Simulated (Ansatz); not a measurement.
# linear Te chain under tension and compression, part 3 of 3

Does stretching change the magnetism or the channel count of the linear Te chain?

Ansatz 0.2.0; DFT PBEsol, plane waves, PAW; relaxation of a chain's period (the session's first sound run).

So far, conductance of the lead as this run defines it (G₀): step 3 (At a set period, period over the relaxed period 0.88 …) 3.00; step 8 (period over the relaxed period 1.08, k-mesh 1×1×28) 3.00; step 9 (period over the relaxed period 1.13, k-mesh 1×1×26) 3.00; step 10 (period over the relaxed period 1.2, k-mesh 1×1×25) 3.00; step 11 (period over the relaxed period 1.3, k-mesh 1×1×23) 2.00. Also absolute moment (μB): step 11 1.22.

## 12. Comparing the runs

Times are for 4 threads of Intel Xeon Platinum 8488C (Sapphire Rapids), shared host. Results by setting:

```
no.  period over the relaxed period  conductance of the lead as this run defines it (G₀)  absolute moment (μB)  energy at zero smearing less the lowest (eV)  time  memory (GiB)
  1                            0.88                                                3.000                     0                                        0.7996  53 s           0.5
  2                            0.92                                                3.000                     0                                        0.3160  67 s          0.56
  3                            0.96                                                3.000                     0                                       0.07317  63 s          0.53
  4                               1                                                3.000                     0                                             0  53 s           0.5
  5                            1.04                                                3.000                     0                                       0.03920  40 s          0.43
  6                            1.08                                                3.000                     0                                        0.1478  40 s          0.43
  7                            1.13                                                3.000                     0                                        0.3452  42 s          0.46
  8                             1.2                                                3.000                     0                                        0.6563  48 s          0.47
  9                             1.3                                                2.000                 1.219                                         1.051  46 s          0.47
```

## 13. A varied input

This step: DFT PBEsol, plane waves, PAW; channels and complex bands of a perfect chain; changed: basis.ecutwfc = "40.4 Ry", scf.occupations.method = "gaussian", scf.occupations.width = 0.3 (Ansatz 0.2.0).

The atoms of the run at the relaxed period are kept and the input is varied, to see whether the result depends on it.

input.yaml reads:

```yaml
crystal:
  lattice:
    - [7.5, 0.0, 0.0]
    - [0.0, 7.5, 0.0]
    - [0.0, 0.0, 2.7235099924]
  atoms:
    - { symbol: Te, position: [0.5, 0.5, 0.0], spin: 0.3 }
magnetization:
  spin_polarized: true
kpoints:
  mp_grid: { grid: [1, 1, 30] }
scf:
  occupations: { method: gaussian, width: 0.3 }
hamiltonian:
  xc: pbesol
output:
  transmission:
    e_range: [-2, 2]
    de: 0.035
    kmesh: [1, 1]
    reduced_basis: true
    leads: [[0, 0]]
  stress: true
basis:
  ecutwfc: "40.4 Ry"
```

Launch:

```
ansatz run input.yaml --threads 4 --pin off --max-ram 8192MiB --backend cpu --events-out ev --progress --plain --runs-dir out
```

Numbers of over 12 decimals in the logs are rounded to 6 here.

Log:

```text
[...]
Crystal: 1 atoms, lattice volume = 153.197 Å³
Basis set: ecut = 549.670002 eV, 4491 PW (Γ)
Bands: 13, of which v1, the nominal top of the filled ones, is band 8 counted from 1 (7 counted from 0)
Symmetry: 16 space group operations
[...]
k-points: 16 of 30
[...]
Starting moments: Σ|m| = 0.3 μB on 1 of 1 site
[...]
SCF iter  12: F=-6900.709333 eV  HF=-6900.709333 eV  |F-HF|=9.09e-12  |Δ(HF+E_count)|=   5.54e-9  Δρ=1.47e-7 (↑1.47e-7 ↓8.90e-8)  dr2=2.08e-11  dr2_m=1.46e-11  M=0.000 μB ∫|m|=0.000 μB  ethr=1.00e-12  ⟨swp⟩=4.6  Hψ=1585  notcnv=0
SCF 1 converged in 12 iterations: F = -6900.709333 eV  dr2 = 2.08e-11
[...]
transmission: 8 of 48 steps passed
transmission: 12 of 48 steps passed
[...]
transmission: 48 of 48 steps passed
SCF converged after 12 iterations
Magnetization: 0.0000 μB (8.0000 up, 8.0000 down)
Absolute magnetization: 0.0000 μB (∫|ρ↑−ρ↓|, with the PAW one-centre terms)
[...]
Per-site moments (μB) at R_I (Å): [(6.972600240015598e-7, 1.123447871865)]
Free energy (F): -6900.709333 eV
[...]
Internal energy: -6900.666910 eV  (E = F + TS)
E sigma→0 (E₀):  -6900.688121 eV
Entropy (-TS):   -0.042423 eV (-42.423 meV/atom)
Fermi energy:    -2.188136 eV
[...]
--- Stress (GPa, compression-positive) ---
        0.153586       0.000000       0.000000
        0.000000       0.153586       0.000000
        0.000000       0.000000       0.469765
  P = ⅓ Tr σ = 0.2590 GPa (2.590 kbar)
--- Band table (eV; the first three rows and the last of 32) ---
  k-point 0 ↑: bands = [... 4 lower, -38.7252, -14.5514, -4.7024, -4.7024, 1.4248, 2.8876, 3.9581, 4.7625, ... 1 higher]
  k-point 1 ↑: bands = [... 4 lower, -38.7251, -14.5288, -4.6797, -4.6797, 1.4462, 2.9096, 3.9796, 4.7847, ... 1 higher]
  k-point 2 ↑: bands = [... 4 lower, -38.7248, -14.4611, -4.6116, -4.6116, 1.5094, 2.9755, 4.0315, 4.0439, ... 1 higher]
  k-point 15 ↓: bands = [... 4 lower, -38.7158, -10.3593, -7.5972, -1.4038, -1.4038, 3.8847, 3.8847, 6.3388, ... 1 higher]
--- Transmission ---
  basis      : 657 plane waves across, 4 finite elements along
  points     : 1, standing for a mesh of 1 x 1
[...]
crystal 0  : Te1, at the sites [0, 0], period 2.7235 Å: whole cells are its period
[...]
filled         : 25.2 meV under the level at which it is neutral
    channels       : 3.000000e0 up, 3.000000e0 down
[...]
```

Run time: 61 s. Hardware: 4 threads of Intel Xeon Platinum 8488C (Sapphire Rapids), shared host; peak memory 0.55 GiB.

Residual by cycle:

cycle, log10 residual and a bar from the least value:
```
        1       -1.8 ##############################
        2       -2.1 #############################
        3       -3.5 ########################
        4       -4.2 ######################
        5       -5.4 ##################
        6       -6.1 ###############
        7       -6.7 ##############
        8       -7.0 ############
        9       -8.9 ######
       10       -9.9 ###
       11      -10.4 #
       12      -10.7
```

The run finished with changed settings (basis.ecutwfc = "40.4 Ry", scf.occupations.method = "gaussian" and scf.occupations.width = 0.3); it serves as a test.

## 14. What came out

```
relaxed cell length              : 2.724 Å
conductance at period × 0.88     : 3.00 G₀
conductance at period × 1.0      : 3.00 G₀
conductance at period × 1.13     : 3.00 G₀
conductance at period × 1.3      : 2.00 G₀
absolute moment at period × 0.88 : 0 μB
absolute moment at period × 1.0  : 0 μB
absolute moment at period × 1.3  : 1.22 μB
```

**Reading.** In these runs no moment survives at the shortest period, and one is present from a factor of 1.3 on: longer bonds narrow the bands, which favours exchange splitting. The conductance goes from 3.00 G₀ at the shortest period to 2.00 G₀ at the longest, while the magnetic state changes too. Transport is coherent and elastic here: the atoms are frozen, so scattering by vibrations plays no part. Spin-orbit coupling is left out, which matters for the bands of heavy atoms. No search over magnetic orders was made; another may lie lower. For the perfect chain only parallel moments were started; its antiparallel and spiral orders were not tested. The lead's cell of one atom keeps the chain straight and evenly spaced; a zigzag or dimerised form may lie lower.

[Logs are printed without paths, hosts, clocks, repeated set-up lines and the standing remarks that a program may print on its own settings, such as how far it seeks lower states.]

[Hosts, paths, dates, database ids (printed as entryN), source tags and the programs' standing remarks are cut or masked in the printed files.]
